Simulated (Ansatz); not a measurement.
W, 1 atom in the cell. Symmetry: Im-3m, No. 229, cubic system. The conventional cell has a = 3.165 Å, b = 3.165 Å, c = 3.165 Å, α = 90.00°, β = 90.00°, γ = 90.00°. W (site symmetry m-3m) is surrounded by 8 W at 2.74 Å. 

* Program: Ansatz 0.2.0
* Task: single point
* Functional: PBE
* Potentials or basis: all-electron LAPW, scalar-relativistic
* Cutoff: 286 eV (chosen from the basis error)
* Basis error allowed: 0.001 eV/atom
* k mesh: 12 × 12 × 12
* Occupations: gaussian, width 0.02 eV
* Spin: no spin polarisation

Potentials or basis: all-electron LAPW, scalar-relativistic.

Run with:

```sh
$ ansatz run input.yaml --threads 1 --pin off --max-ram 3072MiB --backend cpu --events-out ev --progress --plain --runs-dir out
```

Hardware: 1 thread of Arm Neoverse V1 (shared host).

Question: How long does it take, and how much memory?

Answer: Run time: 11 s on 1 thread of Arm Neoverse V1, on a shared host, peak memory 0.29 GiB. Counts: scf iterations 7, plane waves 177, k points 72, bands 27.
